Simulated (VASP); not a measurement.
# CdSiP2 (I-42d) in VASP: a series of runs

One crystal, CdSiP2, is run at these levels: PBE+D3(BJ), LDA; tasks: relaxation of cell and atoms.

All numbers are computed with VASP 6.6.1; they aren't measurements. Logs are shortened: lines on timing, memory, paths and dates and some standing lists are left out, and cuts for length are marked.

## 1. The crystal as given

The structure is tetragonal, space group I-42d (No. 122). The conventional cell has a = 5.687 Å, b = 5.687 Å, c = 10.497 Å, α = 90.00°, β = 90.00°, γ = 90.00°. Around Cd (site symmetry -4) lie 4 P at 2.57 Å. Si (site symmetry -4) has 4 P at 2.25 Å as nearest neighbours. Around P (site symmetry 2) lie 2 Si at 2.25 Å and 2 Cd at 2.57 Å.

The cell is a database's computed one.

## 2. Relaxation of cell and atoms, PBE+D3(BJ)

File INCAR:

```
PREC = Accurate ; ENCUT = 600
EDIFF = 1E-6 ; ISMEAR = 0
SIGMA = 0.03 ; LREAL = F
LASPH = T ; NELM = 80
ALGO = Normal ; ISIF = 3
LWAVE = F ; LCHARG = F
GGA = PE ; IVDW = 12
IBRION = 2 ; NSW = 90
EDIFFG = -0.01 ; KPAR = 2
```

File KPOINTS:

```
Automatic mesh
0
Gamma
  8 8 8
```

File POSCAR:

```
CdSiP2
1.0
   -2.8436137418      2.8436137418      5.2485579018
    2.8436137418     -2.8436137418      5.2485579018
    2.8436137418      2.8436137418     -5.2485579018
Cd Si P
2 2 4
Direct
    0.7500000000      0.2500000000      0.5000000000
    0.0000000000      0.0000000000      0.0000000000
    0.5000000000      0.5000000000      0.0000000000
    0.2500000000      0.7500000000      0.5000000000
    0.8750000000      0.8281283000      0.4531283000
    0.1718717000      0.6250000000      0.0468717000
    0.3750000000      0.4218717000      0.5468717000
    0.5781283000      0.1250000000      0.9531283000
```

Potentials or basis: VASP PAW PBE potentials, release 64 (Cd, Si, P).

Run with:

```bash
$ cat potpaw_PBE.64/Cd/POTCAR potpaw_PBE.64/Si/POTCAR potpaw_PBE.64/P/POTCAR > POTCAR
$ mpirun -np 2 vasp_std > vasp.out
```

OUTCAR:

```text
PREC = Accurate
   ENCUT = 600
   EDIFF = 1E-6
   ISMEAR = 0
   LREAL = F
   LASPH = T
   NELM = 80
   ISIF = 3
   GGA = PE
   IVDW = 12
   IBRION = 2
   NSW = 90
   EDIFFG = -0.01
 IVDW          = 12

 ion  position               nearest neighbor table
   1  0.750  0.250  0.500-   7 2.57   8 2.57   6 2.57   5 2.57
   2  0.000  0.000  0.000-   6 2.57   5 2.57   8 2.57   7 2.57
   3  0.500  0.500  0.000-   5 2.25   6 2.25   7 2.25   8 2.25
   4  0.250  0.750  0.500-   5 2.25   6 2.25   7 2.25   8 2.25
   5  0.875  0.828  0.453-   3 2.25   4 2.25   2 2.57   1 2.57
   6  0.172  0.625  0.047-   3 2.25   4 2.25   2 2.57   1 2.57
   7  0.375  0.422  0.547-   3 2.25   4 2.25   1 2.57   2 2.57
   8  0.578  0.125  0.953-   3 2.25   4 2.25   1 2.57   2 2.57

  LATTYP: Found a body centered tetragonal cell.
 ALAT       =     5.6872274836
 C/A-ratio  =     1.8457351730

  Lattice vectors:

 A1 = (  -2.8436137418,   2.8436137418,   5.2485579018)
 A2 = (   2.8436137418,  -2.8436137418,   5.2485579018)
 A3 = (   2.8436137418,   2.8436137418,  -5.2485579018)

Analysis of symmetry for initial positions (statically):
=====================================================================
 Subroutine PRICEL returns:
 Original cell was already a primitive cell.

 Routine SETGRP: Setting up the symmetry group for a
 body centered tetragonal supercell.

 Subroutine GETGRP returns: Found  8 space group operations
 (whereof  4 operations were pure point group operations)
 out of a pool of 16 trial point group operations.

The static configuration has the point symmetry S_4 .
 The point group associated with its full space group is D_2d.

Analysis of symmetry for dynamics (positions and initial velocities):
=====================================================================
 Subroutine PRICEL returns:
 Original cell was already a primitive cell.

 Routine SETGRP: Setting up the symmetry group for a
 body centered tetragonal supercell.

 Subroutine GETGRP returns: Found  8 space group operations
 (whereof  4 operations were pure point group operations)
 out of a pool of 16 trial point group operations.

The dynamic configuration has the point symmetry S_4 .
 The point group associated with its full space group is D_2d.

 Subroutine INISYM returns: Found  8 space group operations
 (whereof  4 operations are pure point group operations),
 and found     1 'primitive' translations

----------------------------------------------------------------------------------------

                                     Primitive cell

  volume of cell :     169.7623

  direct lattice vectors                    reciprocal lattice vectors
    -2.843613742  2.843613742  5.248557902     0.000000000  0.175832601  0.095264263
     2.843613742 -2.843613742  5.248557902     0.175832601  0.000000000  0.095264263
     2.843613742  2.843613742 -5.248557902     0.175832601  0.175832601  0.000000000

  length of vectors
     6.612082749  6.612082749  6.612082749     0.199980957  0.199980957  0.248664849

  position of ions in fractional coordinates (direct lattice)
     0.750000000  0.250000000  0.500000000
     0.000000000  0.000000000  0.000000000
     0.500000000  0.500000000  0.000000000
     0.250000000  0.750000000  0.500000000
     0.875000000  0.828128300  0.453128300
     0.171871700  0.625000000  0.046871700
     0.375000000  0.421871700  0.546871700
     0.578128300  0.125000000  0.953128300

  ion indices of the primitive-cell ions
   primitive index   ion index
                 1           1
                 2           2
                 3           3
                 4           4
                 5           5
                 6           6
                 7           7
                 8           8

----------------------------------------------------------------------------------------

 KPOINTS: Automatic mesh

Automatic generation of k-mesh.
 Grid dimensions read from file:
 generate k-points for:    8    8    8

 Generating k-lattice:

  Cartesian coordinates                     Fractional coordinates (reciprocal lattice)
     0.000000000  0.021979075  0.011908033     0.125000000 -0.000000000  0.000000000
     0.021979075  0.000000000  0.011908033    -0.000000000  0.125000000  0.000000000
     0.021979075  0.021979075  0.000000000     0.000000000  0.000000000  0.125000000

  Length of vectors
     0.024997620  0.024997620  0.031083106

  Shift w.r.t. Gamma in fractional coordinates (k-lattice)
     0.000000000  0.000000000  0.000000000

 Subroutine IBZKPT returns following result:
 ===========================================

 Found     59 irreducible k-points:

 Following reciprocal coordinates:
            Coordinates               Weight
  0.000000  0.000000  0.000000      1.000000
  0.125000  0.000000 -0.000000      8.000000
  0.250000  0.000000 -0.000000      8.000000
  0.375000  0.000000 -0.000000      8.000000
  0.500000  0.000000 -0.000000      4.000000
  0.125000  0.125000 -0.000000      8.000000
[... 16 lines left out ...]
  0.250000  0.125000  0.125000     16.000000
  0.375000  0.125000  0.125000      8.000000
 [... further k-points ...]
   k-points           NKPTS =     59   k-points in BZ     NKDIM =     59   number of bands    NBANDS=     31
   number of dos      NEDOS =    301   number of ions     NIONS =      8
   total plane-waves  NPLWV = 157464
   dimension x,y,z NGX =    54 NGY =   54 NGZ =   54
   dimension x,y,z NGXF=   108 NGYF=  108 NGZF=  108
   ions per type =               2   2   4
   NGX,Y,Z   is equivalent  to a cutoff of  13.58, 13.58, 13.58 a.u.
   NGXF,Y,Z  is equivalent  to a cutoff of  27.15, 27.15, 27.15 a.u.
 SYSTEM =  unknown system
   PREC   = accura    normal or accurate (medium, high low for compatibility)
   ISTART =      0    job   : 0-new  1-cont  2-samecut
   ICHARG =      2    charge: 1-file 2-atom 10-const
   ISPIN  =      1    spin polarized calculation?
   LNONCOLLINEAR =      F non collinear calculations
   LSORBIT =      F    spin-orbit coupling
   LASPH  =      T    aspherical Exc in radial PAW
   ENCUT  =  600.0 eV  44.10 Ry    6.64 a.u.  13.21 13.21 13.21*2*pi/ulx,y,z
   NELM   =     80;   NELMIN=  2; NELMDL= -5     # of ELM steps
   EDIFF  = 0.1E-05   stopping-criterion for ELM
   LREAL  =      F    real-space projection
   EDIFFG = -.1E-01   stopping-criterion for IOM
   NSW    =     90    number of steps for IOM
   IBRION =      2    ionic relax: 0-MD 1-quasi-New 2-CG
   NFREE  =      1    steps in history (QN), initial steepest desc. (CG)
   ISIF   =      3    stress and relaxation
   ISYM   =      2    0-nonsym 1-usesym 2-fastsym
   POTIM  = 0.5000    time-step for ionic-motion
   TEBEG  =    0.0;   TEEND  =   0.0 temperature during run
   PSTRESS=    0.0 pullay stress
   NELECT =      52.0000    total number of electrons
   NUPDOWN=      -1.0000    fix difference up-down
   EMIN   =  10.00;   EMAX   =-10.00  energy-range for DOS
   EFERMI =   0.00;   METHOD = LEGACY
   ISMEAR =     0;   SIGMA  =   0.03  broadening in eV -4-tet -1-fermi 0-gaus
   EFERMI_NEDOS =   21; number of points for ismear=-14 and -15
   IALGO  =     38    algorithm
   IMIX   =      4    mixing-type and parameters
     AMIX     =   0.40;   BMIX     =  1.00
     AMIX_MAG =   1.60;   BMIX_MAG =  1.00
  volume/ion in A,a.u.               =      21.22       143.20
  Fermi-wavevector in a.u.,A,eV,Ry     =   1.103559  2.085424 16.569752  1.217842
  Thomas-Fermi vector in A             =   2.240019
   LORBIT       =      0    0 simple, 1 ext, 2 COOP (PROOUT), +10 PAW based schemes
   GGA     = PE    functional components
   LHFCALC =     F    Hartree Fock is set to
   AEXX    =    0.0000 exact exchange contribution
   IVDW    =    12    specifies the selected vdW correction
   LEPSILON=     F    determine dielectric tensor
   LRPA    =     F    only Hartree local field effects (RPA)
 conjugate gradient relaxation of ions
 non-spin polarized calculation
 Gauss-broadening in eV      SIGMA  =   0.03
  energy-cutoff  :      600.00
  volume of cell :      169.76
 maximum number of plane-waves:      5686
 NGX is ok and might be reduce to    54
   NGX = 27   NGY = 27   NGZ = 27

--------------------------------------- Ionic step        1  -------------------------------------------

 number of electron      52.0000002 magnetization

 Free energy of the ion-electron system (eV)
  ---------------------------------------------------
  ext. energy  EPLUGINS =         0.00000000
  ---------------------------------------------------
  free energy    TOTEN  =       -35.56726345 eV

  energy without entropy =      -35.56726345  energy(sigma->0) =      -35.56726345

------------------------ aborting loop because EDIFF is reached ----------------------------------------

 Edisp (eV)   -2.78776

 E8    (eV) :    -1.1337

  FORCE on cell =-STRESS in cart. coord.  units (eV):
  Direction    XX          YY          ZZ          XY          YZ          ZX
  --------------------------------------------------------------------------------------
  -------------------------------------------------------------------------------------
  Total      -1.13507    -1.13507    -1.25351     0.00000    -0.00000     0.00000
  in kB     -10.71252   -10.71252   -11.83035     0.00000    -0.00000     0.00000
  external pressure =      -11.09 kB  Pullay stress =        0.00 kB
[... 165 lines left out ...]
  energy  without entropy=      -38.3646374305  energy(sigma->0) =      -38.36463743

--------------------------------------- Ionic step        5  -------------------------------------------

 number of electron      52.0000006 magnetization

 Free energy of the ion-electron system (eV)
  ---------------------------------------------------
  ext. energy  EPLUGINS =         0.00000000
  ---------------------------------------------------
  free energy    TOTEN  =       -35.53257806 eV

  energy without entropy =      -35.53257806  energy(sigma->0) =      -35.53257806

 E-fermi :   4.3236     XC(G=0):  -9.6818

 val. band max:        4.1468238721   @ k =   0.0000   0.0000   0.0000
 cond. band min:       5.4815192658   @ k =   0.0000   0.0000   0.0000
 fundamental gap:      1.3346953937
 Fermi energy:         4.3236481271

 k-point     1 :       0.0000    0.0000    0.0000
  band No.  band energies     occupation
      1      -8.6234      2.00000
      2      -6.0882      2.00000
      3      -6.0821      2.00000
      4      -6.0821      2.00000
      5      -4.6279      2.00000
      6      -4.0440      2.00000
[... 805 lines left out ...]
     30       7.5592      0.00000
     31       8.0352      0.00000

 [... further k-points ...]

------------------------ aborting loop because EDIFF is reached ----------------------------------------

 Edisp (eV)   -2.83222

 E8    (eV) :    -1.1523

  FORCE on cell =-STRESS in cart. coord.  units (eV):
  Direction    XX          YY          ZZ          XY          YZ          ZX
  --------------------------------------------------------------------------------------
  -------------------------------------------------------------------------------------
  Total       0.02270     0.02270    -0.01700     0.00000    -0.00000     0.00000
  in kB       0.21736     0.21736    -0.16276     0.00000    -0.00000     0.00000
  external pressure =        0.09 kB  Pullay stress =        0.00 kB
[... 23 lines left out ...]
  FREE ENERGIE OF THE ION-ELECTRON SYSTEM (eV)
  ---------------------------------------------------
  free  energy   TOTEN  =       -38.3648019842 eV

  energy  without entropy=      -38.3648019842  energy(sigma->0) =      -38.36480198

 reached required accuracy - stopping structural energy minimisation
```

Run time: 15 min. Hardware: 2 MPI ranks of Intel Xeon Platinum 8488C (Sapphire Rapids), shared host; peak memory 0.66 GiB.

What came out:

| Quantity | Value |
| --- | --- |
| Free energy | -38.3648 eV |
| Relaxed volume | 20.91 Å³/atom |
| Relaxed cell | a = 6.576 Å, b = 6.576 Å, c = 6.576 Å, α = 128.99°, β = 128.99°, γ = 75.03° |
| Space group after relaxing (to 0.05 Å) | I-42d (No. 122) |
| Energy gained by relaxing | 1.2 meV/atom |
| Ionic steps | 5 |
| Pressure after relaxing | 0.0 GPa |
| Band gap on the k mesh | 1.33 eV, direct |
| Dispersion energy per atom | -0.354 eV |

The path:
```csv
step,energy change (eV),largest force (eV/Å),pressure (GPa),volume (Å³)
1,0.0000,0.0686,-1.11,169.76
2,-0.0069,0.0668,0.61,166.18
3,-0.0089,0.0676,0.04,167.31
4,-0.0096,0.0288,0.03,167.31
5,-0.0098,0.0017,0.01,167.31
```

Final structure:
```yaml
crystal:
  lattice:
    - [-2.83174, 2.83174, 5.21629]
    - [2.83174, -2.83174, 5.21629]
    - [2.83174, 2.83174, -5.21629]
  atoms:
    - { symbol: Cd, position: [0.75000, 0.25000, 0.50000] }
    - { symbol: Cd, position: [0.00000, 0.00000, 0.00000] }
    - { symbol: Si, position: [0.50000, 0.50000, 0.00000] }
    - { symbol: Si, position: [0.25000, 0.75000, 0.50000] }
    - { symbol: P, position: [0.87500, 0.82952, 0.45452] }
    - { symbol: P, position: [0.17048, 0.62500, 0.04548] }
    - { symbol: P, position: [0.37500, 0.42048, 0.54548] }
    - { symbol: P, position: [0.57952, 0.12500, 0.95452] }
```

A k mesh can miss the band edges.

## 3. Relaxation of cell and atoms, PBE+D3(BJ)

This run uses another cell than the first one, of 20.91 Å³/atom, 0.986 times its volume.

File INCAR:

```
PREC = Accurate ; ENCUT = 600
EDIFF = 1E-7 ; ISMEAR = 0
SIGMA = 0.03 ; LREAL = F
LASPH = T ; NELM = 80
ALGO = Normal ; ISIF = 3
LWAVE = F ; LCHARG = F
GGA = PE ; IVDW = 12
IBRION = 2 ; NSW = 90
EDIFFG = -0.005 ; KPAR = 2
```

KPOINTS is that of step 2.

File POSCAR:

```
CdSiP2                                  
1.0
   -2.8317366970      2.8317366970      5.2162910757
    2.8317366970     -2.8317366970      5.2162910757
    2.8317366970      2.8317366970     -5.2162910757
  Cd              Si              P             
     2     2     4
Direct
     0.7500000000000000    0.2500000000000000    0.5000000000000000
     0.0000000000000000    0.0000000000000000    0.0000000000000000
     0.5000000000000000    0.5000000000000000    0.0000000000000000
     0.2500000000000000    0.7500000000000000    0.5000000000000000
     0.8750000000000000    0.8295241160211668    0.4545241160211669
     0.1704758839788331    0.6250000000000000    0.0454758839788331
     0.3750000000000000    0.4204758839788331    0.5454758839788332
     0.5795241160211668    0.1250000000000000    0.9545241160211668
```

Potentials or basis: VASP PAW PBE potentials, release 64 (Cd, Si, P).

Run with:

```bash
$ cat potpaw_PBE.64/Cd/POTCAR potpaw_PBE.64/Si/POTCAR potpaw_PBE.64/P/POTCAR > POTCAR
$ mpirun -np 2 vasp_std > vasp.out
```

OUTCAR:

```text
PREC = Accurate
   ENCUT = 600
   EDIFF = 1E-7
   ISMEAR = 0
   LREAL = F
   LASPH = T
   NELM = 80
   ISIF = 3
   GGA = PE
   IVDW = 12
   IBRION = 2
   NSW = 90
   EDIFFG = -0.005
 IVDW          = 12

 ion  position               nearest neighbor table
   1  0.750  0.250  0.500-   5 2.55   7 2.55   8 2.55   6 2.55
   2  0.000  0.000  0.000-   6 2.55   8 2.55   5 2.55   7 2.55
   3  0.500  0.500  0.000-   5 2.25   6 2.25   7 2.25   8 2.25
   4  0.250  0.750  0.500-   8 2.25   6 2.25   7 2.25   5 2.25
   5  0.875  0.830  0.455-   3 2.25   4 2.25   2 2.55   1 2.55
   6  0.170  0.625  0.045-   3 2.25   4 2.25   2 2.55   1 2.55
   7  0.375  0.420  0.545-   3 2.25   4 2.25   1 2.55   2 2.55
   8  0.580  0.125  0.955-   4 2.25   3 2.25   1 2.55   2 2.55

  LATTYP: Found a body centered tetragonal cell.
 ALAT       =     5.6634733940
 C/A-ratio  =     1.8420819567

  Lattice vectors:

 A1 = (  -2.8317366970,   2.8317366970,   5.2162910757)
 A2 = (   2.8317366970,  -2.8317366970,   5.2162910757)
 A3 = (   2.8317366970,   2.8317366970,  -5.2162910757)

Analysis of symmetry for initial positions (statically):
[... 199 lines left out ...]
      1      -8.6233      2.00000
      2      -6.0881      2.00000
      3      -6.0820      2.00000
      4      -6.0820      2.00000
      5      -4.6280      2.00000
      6      -4.0440      2.00000
[... 805 lines left out ...]
     30       7.5593      0.00000
     31       8.0352      0.00000

 [... further k-points ...]

------------------------ aborting loop because EDIFF is reached ----------------------------------------

 Edisp (eV)   -2.83222

 E8    (eV) :    -1.1523

  FORCE on cell =-STRESS in cart. coord.  units (eV):
  Direction    XX          YY          ZZ          XY          YZ          ZX
  --------------------------------------------------------------------------------------
  -------------------------------------------------------------------------------------
  Total       0.01998     0.01998    -0.01912     0.00000    -0.00000     0.00000
  in kB       0.19130     0.19130    -0.18308     0.00000    -0.00000     0.00000
  external pressure =        0.07 kB  Pullay stress =        0.00 kB

 VOLUME and BASIS-vectors are now :
 -----------------------------------------------------------------------------
  energy-cutoff  :      600.00
  volume of cell :      167.31
      direct lattice vectors                 reciprocal lattice vectors
    -2.831736697  2.831736697  5.216291076     0.000000000  0.176570089  0.095853547
     2.831736697 -2.831736697  5.216291076     0.176570089  0.000000000  0.095853547
     2.831736697  2.831736697 -5.216291076     0.176570089  0.176570089  0.000000000

 POSITION                                       TOTAL-FORCE (eV/Angst)
 -----------------------------------------------------------------------------------
      0.00000      2.83174      2.60815        -0.000000      0.000000     -0.000000
      0.00000      0.00000      0.00000        -0.000000      0.000000      0.000000
      0.00000      0.00000      5.21629        -0.000000      0.000000     -0.000000
      2.83174      0.00000      2.60815        -0.000000      0.000000     -0.000000
      1.15832      1.41587      6.52036        -0.001514      0.000000     -0.000000
      1.41587     -1.15832      3.91222        -0.000000      0.001514      0.000000
      1.67342      1.41587      1.30407         0.001514      0.000000      0.000000
      1.41587      3.99005     -1.30407        -0.000000     -0.001514     -0.000000
 -----------------------------------------------------------------------------------
    total drift:                               -0.000001     -0.000001     -0.000002

  FREE ENERGIE OF THE ION-ELECTRON SYSTEM (eV)
  ---------------------------------------------------
  free  energy   TOTEN  =       -38.3642322154 eV

  energy  without entropy=      -38.3642322154  energy(sigma->0) =      -38.36423222

 reached required accuracy - stopping structural energy minimisation
```

Wall time 5.5 min (2 MPI ranks of Intel Xeon Platinum 8488C (Sapphire Rapids), shared host); peak memory 0.62 GiB.

What came out:

```
Free energy                : -38.3642 eV
Pressure after relaxing    : 0.0 GPa
Band gap on the k mesh     : 1.33 eV, direct
Dispersion energy per atom : -0.354 eV
```

Final structure:
```yaml
crystal:
  lattice:
    - [-2.83174, 2.83174, 5.21629]
    - [2.83174, -2.83174, 5.21629]
    - [2.83174, 2.83174, -5.21629]
  atoms:
    - { symbol: Cd, position: [0.75000, 0.25000, 0.50000] }
    - { symbol: Cd, position: [0.00000, 0.00000, 0.00000] }
    - { symbol: Si, position: [0.50000, 0.50000, 0.00000] }
    - { symbol: Si, position: [0.25000, 0.75000, 0.50000] }
    - { symbol: P, position: [0.87500, 0.82952, 0.45452] }
    - { symbol: P, position: [0.17048, 0.62500, 0.04548] }
    - { symbol: P, position: [0.37500, 0.42048, 0.54548] }
    - { symbol: P, position: [0.57952, 0.12500, 0.95452] }
```

Caveat: the relaxation stopped at its first step, so nothing moved. A k mesh can miss the band edges.

(Part 1 of 2 ends here.)
